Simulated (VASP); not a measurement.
Here is a VASP 6.6.1 calculation.

Contents of INCAR:

```
PREC = Accurate ; ENCUT = 600
EDIFF = 1E-6 ; ISMEAR = -1
SIGMA = 0.05 ; LREAL = False
LASPH = True ; NELM = 100
ALGO = Fast ; ISIF = 3
LWAVE = False ; LCHARG = False
GGA = CX ; LUSE_VDW = True
AGGAC = 0.0 ; IBRION = 2
NSW = 60 ; EDIFFG = -0.01
```

The input KPOINTS:

```
Automatic mesh
0
Gamma
  12 12 12
```

POSCAR

```
BN
1.0
    1.2511217832      0.7223354983      3.3729344033
   -1.2511217832      0.7223354983      3.3729344033
    0.0000000000     -1.4446709966      3.3729344033
N B
1 1
Direct
    0.6672382000      0.6672382000      0.6672382000
    0.0003288000      0.0003288000      0.0003288000
```

Potentials or basis: VASP PAW PBE potentials, release 64 (N, B).

Run with:

```console
$ cat potpaw_PBE.64/N/POTCAR potpaw_PBE.64/B/POTCAR > POTCAR
$ mpirun -np 1 vasp_std > vasp.out
```

**Question.** What does it give for the band gap on the k mesh?

**Answer.** 4.07 eV, indirect (least direct gap 4.70 eV).

**Question.** Estimate the relaxed cell.

**Answer.** a = 3.492 Å, b = 3.492 Å, c = 3.492 Å, α = 42.18°, β = 42.18°, γ = 42.18°.

**Question.** Predict the space group after relaxing (to 0.05 Å).

**Answer.** R3m (No. 160).

**Question.** Predict the relaxed volume.

**Answer.** 8.69 Å³/atom.

Final structure:
```yaml
crystal:
  lattice:
    - [1.25652, 0.72545, 3.17619]
    - [-1.25652, 0.72545, 3.17619]
    - [0.00000, -1.45090, 3.17619]
  atoms:
    - { symbol: N, position: [0.66738, 0.66738, 0.66738] }
    - { symbol: B, position: [0.00019, 0.00019, 0.00019] }
```

Caveat: the PAW data sets were made with another functional, which shifts forces and pressure a little. A k mesh can miss the band edges.
